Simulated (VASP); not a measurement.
# MgO, RPA pressure from two volumes: which settings are enough?

MgO, Fm-3m (no. 225), 2 atoms in the cell. PBE, RPA total energies; PAW potentials Mg_GW, O_GW (PBE set). VASP 6.6.1.

Wanted: pressure from correlation alone within 0.3 GPa.

Long-wave limit: left out; k mesh of the exchange step: 6 × 6 × 6; Volumes (share of the given one): 0.97, 1.03.

## k mesh of the correlation step

| k mesh of the correlation step | Pressure from correlation alone (GPa) | Time (s) |
|---|---|---|
| 2x2x2 | 6.99 | 39 |
| 3x3x3 | 10.45 | 46 |
| 4x4x4 | 10.71 | 63 |
| 5x5x5 | 10.35 | 114 |
| 6x6x6 (reference) | 10.81 | 223 |

## Question

The rows run from the loosest to the tightest. For each series: choose the loosest value from which every tighter one stays within half of the tolerance.

## Answer

- k mesh of the correlation step: 6x6x6, the tightest run, since the next looser one is off by more than half of the tolerance (convergence isn't shown beyond it)

## The input

INCAR.step1:
```
SYSTEM = MgO
ISMEAR = 0
SIGMA = 0.05
EDIFF = 1E-8
PREC = Accurate
LASPH = .TRUE.
LREAL = .FALSE.
LCHARG = .FALSE.
ENCUT = 400
GGA = PE
LWAVE = .TRUE.
ALGO = Normal
KPAR = 8
```

INCAR.step2:
```
SYSTEM = MgO
ISMEAR = 0
SIGMA = 0.05
EDIFF = 1E-8
PREC = Accurate
LASPH = .TRUE.
LREAL = .FALSE.
LCHARG = .FALSE.
ENCUT = 400
GGA = PE
ALGO = Eigenval
NELM = 1
LWAVE = .FALSE.
PRECFOCK = Fast
LHFCALC = .TRUE.
AEXX = 1.0
ALDAC = 0.0
AGGAC = 0.0
KPAR = 8
```

INCAR.step3:
```
SYSTEM = MgO
ISMEAR = 0
SIGMA = 0.05
EDIFF = 1E-8
PREC = Accurate
LASPH = .TRUE.
LREAL = .FALSE.
LCHARG = .FALSE.
ENCUT = 400
GGA = PE
ALGO = ACFDT
NOMEGA = 12
LWAVE = .FALSE.
PRECFOCK = Fast
```

KPOINTS.step1:
```
k-points
0
Gamma
  6 6 6
```

KPOINTS.step3:
```
Automatic mesh
0
Gamma
  6 6 6
  0 0 0
```

POSCAR.step1:
```
MgO
1.0
    0.0000000000      2.0758181122      2.0758181122
    2.0758181122      0.0000000000      2.0758181122
    2.0758181122      2.0758181122      0.0000000000
Mg O
1 1
Direct
    0.0000000000      0.0000000000      0.0000000000
    0.5000000000      0.5000000000      0.5000000000
```

POSCAR.step4:
```
MgO
1.0
    0.0000000000      2.1177651331      2.1177651331
    2.1177651331      0.0000000000      2.1177651331
    2.1177651331      2.1177651331      0.0000000000
Mg O
1 1
Direct
    0.0000000000      0.0000000000      0.0000000000
    0.5000000000      0.5000000000      0.5000000000
```

Commands (each step's output is kept before the next begins):
```
cat potpaw_PBE.64/Mg_GW/POTCAR potpaw_PBE.64/O_GW/POTCAR > POTCAR
cp INCAR.step1 INCAR
cp KPOINTS.step1 KPOINTS
cp POSCAR.step1 POSCAR
mpirun -np 8 vasp_std > vasp.out
cp INCAR.step2 INCAR
mpirun -np 8 vasp_std > vasp.out
rm WAVECAR CHG
cp INCAR.step3 INCAR
cp KPOINTS.step3 KPOINTS
mpirun -np 8 vasp_std > vasp.out
rm WAVECAR CHG
cp INCAR.step1 INCAR
cp KPOINTS.step1 KPOINTS
cp POSCAR.step4 POSCAR
mpirun -np 8 vasp_std > vasp.out
cp INCAR.step2 INCAR
mpirun -np 8 vasp_std > vasp.out
rm WAVECAR CHG
cp INCAR.step3 INCAR
cp KPOINTS.step3 KPOINTS
mpirun -np 8 vasp_std > vasp.out
```

Limits: The plane-wave cutoff lies under the usual one for these potentials, so absolute numbers hold a basis-set error.

The chosen input took VASP 6.6.1 223 s on 8 cores (AMD EPYC 7R43 (Zen 3)), a shared host.
